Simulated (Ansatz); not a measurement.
Space group P-3m1 (No. 164). a = 3.669 Å, b = 3.669 Å, c = 5.810 Å, α = 90.00°, β = 90.00°, γ = 120.00°
| atom | site | symmetry | x | y | z |
| --- | --- | --- | --- | --- | --- |
| Sn | 1a | -3m. | 0.0000 | 0.0000 | 0.0000 |
| S | 2d | 3m. | 0.3333 | 0.6667 | 0.2545 |

Equation of state of this SnS$_{2}$ structure (not necessarily the ground state), with shape and atoms relaxed at each volume where symmetry leaves them free. Computed with DFT PBE+D3(BJ), scalar-relativistic, plane waves, PAW in Ansatz.

Cutoff 420 eV; k points 9×9×6 on the computed 3-atom cell (Γ-centred); Gaussian smearing, width 0.02 eV; no spin polarisation.

```tsv
V (Å³/atom)	E − E(largest V) (meV/atom)	P (GPa)	gap on mesh (eV)
19.863	30.34	6.15	0.79
20.540	9.13	3.91	0.88
21.217	-3.78	2.19	0.99
21.895	-10.36	0.88	1.10
22.572	-12.23	0.02	1.24
23.249	-10.74	-0.65	1.36
23.926	-7.00	-1.08	1.46
24.829	0.00	-1.37	1.54
```

**Question.** Fit a third-order Birch–Murnaghan equation to E(V).

**Answer.** V0 = 22.58 Å³/atom, B0 = 26 GPa, B0' = 10.8. B0' is unusual or poorly fixed by this range.